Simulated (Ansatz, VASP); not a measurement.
## Two plane-wave programs on AlNi

Contents of INCAR:

```
  PREC = Accurate
  ENCUT = 520
  EDIFF = 1E-6
  ISMEAR = -1
  SIGMA = 0.08
  LREAL = False
  LASPH = True
  NELM = 100
  ALGO = Normal
  ISIF = 2
  LWAVE = False
  LCHARG = True
  GGA = PS
  LELF = True
  LVHAR = True
  NBANDS = 14
```

The input KPOINTS:

```
regular mesh
0
Gamma
  14 14 14
```

Contents of POSCAR:

```
AlNi
1.0
    0.0000000000      2.2286494963      2.2286494963
    2.2286494963      0.0000000000      2.2286494963
    2.2286494963      2.2286494963      0.0000000000
Ni Al
1 1
Direct
    0.0000000000      0.0000000000      0.0000000000
    0.5000000000      0.5000000000      0.5000000000
```

Input for Ansatz:

```yaml
crystal:
  lattice:
    - [0.0, 2.2286494963, 2.2286494963]
    - [2.2286494963, 0.0, 2.2286494963]
    - [2.2286494963, 2.2286494963, 0.0]
  atoms:
    - { symbol: Ni, position: [0.0, 0.0, 0.0] }
    - { symbol: Al, position: [0.5, 0.5, 0.5] }
kpoints:
  mp_grid: { grid: [14, 14, 14] }
scf:
  occupations: { method: fermi_dirac, width: 0.08 }
hamiltonian:
  xc: pbesol
  pseudopotentials: { kind: paw }
output:
  forces: true
  stress: true
  eigenvalues: true
  populations: true
```

Change from the starting cell: volume scaled by 0.8, PAW files.

Alike in both runs: task single point; functional PBEsol; k mesh 14 × 14 × 14; occupations fermi-dirac, width 0.08 eV; no spin polarisation.

|  | VASP | Ansatz |
| --- | --- | --- |
| version | VASP 6.6.1 | Ansatz 0.2.0 |
| potentials or method | VASP PAW PBE potentials, release 64 (Ni, Al) | PAW with Ansatz's default frozen-core files, scalar-relativistic |
| plane-wave cutoff (eV) | 520 | 420 |
| valence electrons in the cell | 13 | 21 |

Ansatz gave:

| Property | Result |
| --- | --- |
| pressure (GPa) | 43.2 |

What did VASP give for the same quantities?

Pressure (GPa): 43.3.

The two sets of potentials don't hold the same shells in valence.

Caveats: so large a pressure means that the cell lies far from this level's equilibrium, or that cutoff or potentials fall short (VASP); the potentials were made for another functional, which shifts forces and pressure (VASP). Spin polarisation is off, so any magnetic state and its effect on volume and gap are missing.
